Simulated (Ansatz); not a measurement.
**Squeezing Pt (sc type)**

```
Pt
1.0
     2.62435    0.00000    0.00000
     0.00000    2.62435    0.00000
     0.00000    0.00000    2.62435
Pt
1
Direct
  0.00000 0.00000 0.00000
```

The cell comes from a relaxation on PAW files under the same functional, begun from a prototype that needn't be the stable phase.

Its volume is scaled at fixed shape and fractional positions.

Level of theory: DFT with PBE, scalar-relativistic, in Ansatz 0.2.0; a Γ-centred 16×16×16 k mesh, Fermi–Dirac smearing of 0.05 eV, no spin polarisation. LAPW: all electrons, basis error target 1 meV/atom; PAW: frozen-core files, cutoff 420 eV; crystal datasets: all electrons, by PAW datasets that the program makes for each cell; norm-conserving: pseudopotentials, cutoff 1143 eV; PAW (cutoff 800 eV): frozen-core files, cutoff 800 eV.

Energies are extrapolated to zero smearing and count from the unscaled cell; pressure is positive in compression; gaps take the mesh and a band path. No temperature or zero-point motion is included.

Spin–orbit coupling is left out, which matters for the heavy atoms.

| V/V0 | V (Å³/atom) | P LAPW (GPa) | ΔE LAPW (eV/atom) | P PAW − LAPW (GPa) | ΔE PAW − LAPW (meV/atom) |
| --- | --- | --- | --- | --- | --- |
| 1.00 | 18.07 | -0.03 | 0.000 | 0.00 | 0.0 |
| 0.88 | 15.91 | 33.4 | 0.197 | -0.01 | 0.0 |
| 0.78 | 14.10 | 89.2 | 0.854 | -0.01 | -0.1 |
| 0.68 | 12.29 | 195.9 | 2.395 | 0.05 | 0.1 |
| 0.58 | 10.48 | ? | ? | ? | ? |
| 0.50 | 9.04 | 746.6 | 10.731 | 0.71 | 5.5 |
| 0.43 | 7.77 | 1297 | 18.577 | 2.44 | 16.9 |

Task: Fit the Vinet equation to the LAPW pressures shown (residuals weighted by 1/(|P| + 0.03·Pmax)), and predict the pressure of the withheld row.

Result: The fit gives V0 = 18.08 Å³/atom, B0 = 181 GPa and B0′ = 5.64. At 10.48 Å³/atom, x = (V/V0)^(1/3) = 0.8339, and P = 3·B0·(1 − x)/x²·exp[1.5·(B0′ − 1)·(1 − x)] = 413.1 GPa. The run itself gave 410.4 GPa (+0.7 % off) and ΔE = 5.669 eV/atom.

Task: At the smallest volume, how far do crystal datasets and norm-conserving and PAW (cutoff 800 eV) lie from LAPW in pressure?

Result: crystal datasets: -0.01 GPa; norm-conserving: +4.71 GPa; PAW (cutoff 800 eV): +1.92 GPa, on a LAPW pressure of 1297 GPa.

Task: How do the Löwdin populations by LAPW change from the unscaled cell to the last row?

Result: Pt 5s 1.99 → 1.92, Pt 6s 1.05 → 0.98, Pt 5d 8.87 → 8.95 electrons an atom. These are projections on the shells that the free atoms fill; 0.10 e a cell lies outside them at the start and 0.18 e at the end.
